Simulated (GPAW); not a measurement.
### BAs (F-43m): one start, several treatments of the self-energy

It takes space group F-43m (No. 216, cubic). The conventional cell has a = 4.777 Å, b = 4.777 Å, c = 4.777 Å, α = 90.00°, β = 90.00°, γ = 90.00°. Nearest to B lie 4 As at 2.07 Å. As has 4 B at 2.07 Å nearest. Farther neighbours are not listed.

- method: DFT, PBE, plane waves, PAW (and 1 further level or step)
- program: GPAW 26.7.0
- settings of one run: cutoff 600 eV, GPAW PAW setups 1.2.1 data release, 6×6×6 k-mesh, nbands 153
- cost: 3 runs, 6.3 min in all on 8 MPI ranks of Intel Xeon Platinum 8259CL at 2.50GHz (Skylake/Cascade Lake), shared host (the runs of this entry)
- notes: The cell and positions come from the Crystallography Open Database and are kept as given unless a step says otherwise. Limits: no spin-orbit coupling. Bands and cutoff are finite, so the gap is not at the basis limit. The miss can reach some tenths of an eV and take either sign; the mesh is an error of its own.
- G0W0, Godby-Needs plasmon pole: 1.906 eV
- G0W0 with rALDA vertex: 1.895 eV
- known limits: not at the basis limit; no spin-orbit coupling

G0W0 with rALDA vertex: −0.011 eV against G0W0, Godby-Needs plasmon pole, at other bands or cutoff, so not like for like. With the rALDA kernel as a vertex the gap is 1.85 eV (in the polarisability), 1.98 eV (in the self-energy) and 1.93 eV (in both), against 1.91 eV without.

[Runs of the session that timed out or met a known fault of the program may be left out.]

[Hosts, paths, dates, database ids (printed as entryN), source tags and the programs' standing remarks are cut or masked in the printed files.]
